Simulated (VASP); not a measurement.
SnO₂ (fluorite): gaps by functional in VASP

```
Sn O
1.0
     0.00000    2.53347    2.53347
     2.53347    0.00000    2.53347
     2.53347    2.53347    0.00000
Sn O
1 2
Direct
  0.00000 0.00000 0.00000
  0.25000 0.25000 0.25000
  0.75000 0.75000 0.75000
```

All runs share this cell. Band v is the last that the valence electrons fill when counted band by band, and c is the next. A negative gap between them is a band overlap, as in a metal.

```csv
level,gap (eV),least direct gap (eV),pressure (GPa)
PBE,0.28,1.68,10.0
r²SCAN,0.86,2.29,1.4
LDA,0.21,1.64,-2.6
PBEsol,0.20,1.62,2.8
PBE with spin–orbit coupling,0.28,1.64,–
```
